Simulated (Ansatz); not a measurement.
# NaCl: quadrupole couplings from first principles

```yaml
crystal:
  lattice:
    - [4.77897, 0.00000, 0.00000]
    - [-2.38948, 4.13871, 0.00000]
    - [0.00000, 0.00000, 5.65830]
  atoms:
    - { symbol: Na, position: [0.33333, 0.66667, 0.93800] }
    - { symbol: Na, position: [0.66667, 0.33333, 0.43800] }
    - { symbol: Cl, position: [0.33333, 0.66667, 0.43800] }
    - { symbol: Cl, position: [0.66667, 0.33333, 0.93800] }
```

Atoms are numbered in the order listed.

The conventional cell has a = 4.779 Å, b = 4.779 Å, c = 5.658 Å, α = 90.00°, β = 90.00°, γ = 120.00°. Around Na (atom 1) lie 5 Cl at 2.76 to 2.83 Å. Cl (atom 3) has 5 Na at 2.76 to 2.83 Å as nearest neighbours.

The structure comes from a relaxation in the same program, started in the wurtzite type, and has space group P6_3/mmc. Whether it is a known phase or the ground state wasn't checked. The relaxation left the symmetry of that type.

Methods: DFT, PBE, all-electron PAW with datasets made for the crystal, scalar-relativistic (Ansatz 0.2.0); DFT, PBE, PAW with Ansatz's default frozen-core files, scalar-relativistic (Ansatz 0.2.0).

For the crystal-made all-electron datasets (AE datasets): a Γ-centred 10×10×6 k mesh, Fermi–Dirac smearing of 0.03 eV, cutoff 180 eV (chosen by the program for this cell), no spin polarisation. PAW takes a cutoff of 420 eV at this cell. The Ansatz runs share mesh, smearing and spin set-up.

Vzz is the principal value of largest size of the traceless field-gradient tensor, in 10²¹ V/m², and η = (Vxx − Vyy)/Vzz with |Vzz| ≥ |Vyy| ≥ |Vxx|.

```tsv
site	site symmetry	Vzz (η), AE datasets	Vzz (η), PAW
Na1	-6m2	-0.11 (η = 0.00)	-0.11 (η = 0.00)
Cl3	-6m2	0.09 (η = 0.00)	0.09 (η = 0.00)
```

The Cartesian tensor at Na1 from AE datasets, in 10²¹ V/m²:

```
 0.06  0.00  0.00
 0.00  0.06  0.00
 0.00  0.00 -0.11
```
